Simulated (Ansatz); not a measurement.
**BN: stress in a strained cell**

Aim: deform BN (zz strain of -3 %) and compute stress, forces and field gradients with LAPW, PAW and all-electron datasets made for the crystal.

Method: DFT PBE, scalar-relativistic, in Ansatz 0.2.0.

### 1 The starting structure

It takes space group F-43m (No. 216, cubic). The conventional cell has a = 3.615 Å, b = 3.615 Å, c = 3.615 Å, α = 90.00°, β = 90.00°, γ = 90.00°. B (site symmetry -43m) has 4 N at 1.57 Å as nearest neighbours. N (site symmetry -43m) has 4 B at 1.57 Å as nearest neighbours.

Coordinates:

```cif
data_structure
_symmetry_space_group_name_H-M 'P 1'
_symmetry_Int_Tables_number 1
_cell_length_a 2.5562
_cell_length_b 2.5562
_cell_length_c 2.5562
_cell_angle_alpha 60.000
_cell_angle_beta 60.000
_cell_angle_gamma 60.000
_cell_volume 11.81
loop_
_atom_site_label
_atom_site_type_symbol
_atom_site_fract_x
_atom_site_fract_y
_atom_site_fract_z
_atom_site_occupancy
B1 B 0.00000 0.00000 0.00000 1
N1 N 0.75000 0.75000 0.75000 1
```

Atoms are numbered in the order of the input: B1, N2.

### 2 After the deformation

Space group F-43m before, I-4m2 after.

### 3 LAPW, all electrons

input.yaml reads:

```yaml
crystal:
  lattice:
    - [0.0, 1.8075, 1.753275]
    - [1.8075, 0.0, 1.753275]
    - [1.8075, 1.8075, 0.0]
  atoms:
    - { symbol: B, position: [0.0, 0.0, 0.0] }
    - { symbol: "N", position: [0.75, 0.75, 0.75] }
kpoints:
  mp_grid: { grid: [13, 13, 13] }
  band_path:
    path:
      - [0.0, 0.0, 0.0]
      - [0.0, 0.5, 0.5]
      - [0.25, 0.75, 0.5]
      - [0.0, 0.5, 0.0]
      - [0.0, 0.0, 0.0]
      - [0.5, 0.5, 0.0]
      - [0.3828515251, 0.6171484749, 0.0]
      - [-0.3828515251, 0.3828515251, 0.0]
      - [0.0, 0.0, 0.0]
    npoints: 5
scf:
  occupations: { method: fermi_dirac, width: 0.03 }
hamiltonian:
  xc: pbe
  pseudopotentials: { kind: all_electron, lapw: { basis_error: 0.001 } }
output:
  forces: true
  stress: true
  eigenvalues: true
```

The run is started by

```sh
ansatz run input.yaml --threads 1 --pin off --max-ram 3072MiB --backend cpu --events-out ev --progress --plain --runs-dir out
```

### 4 Frozen-core PAW

input.yaml reads:

```yaml
crystal:
  lattice:
    - [0.0, 1.8075, 1.753275]
    - [1.8075, 0.0, 1.753275]
    - [1.8075, 1.8075, 0.0]
  atoms:
    - { symbol: B, position: [0.0, 0.0, 0.0] }
    - { symbol: "N", position: [0.75, 0.75, 0.75] }
kpoints:
  mp_grid: { grid: [13, 13, 13] }
scf:
  occupations: { method: fermi_dirac, width: 0.03 }
hamiltonian:
  xc: pbe
  pseudopotentials: { kind: paw }
output:
  forces: true
  stress: true
  eigenvalues: true
  efg: { contact_densities: true }
```

### 5 Datasets made for this crystal

input.yaml: that of step 4 with these lines changed.

```diff
@@ -14,3 +14,3 @@
   xc: pbe
-  pseudopotentials: { kind: paw }
+  pseudopotentials: { kind: all_electron, datasets: crystal }
 output:
```

(Steps that only read results are left out.)

Before running it: what results should come out? Wanted: pressure; largest shear or deviatoric stress.

As calculated:

```
                                 quantity                                              value
                                 pressure  LAPW 15.34, PAW 15.33, crystal datasets 15.34 GPa
largest shear or deviatoric stress (LAPW)                                          12.30 GPa
```

**Reading.** The largest part of the stress beyond the pressure is 12.30 GPa in size, in the zz component; the atoms are carried along and not relaxed. No run of the undeformed cell stands beside it, so the pressure holds what the given cell had before the change. PAW: stress within 0.03 GPa of LAPW. Crystal datasets: stress within 0.01 GPa of LAPW.
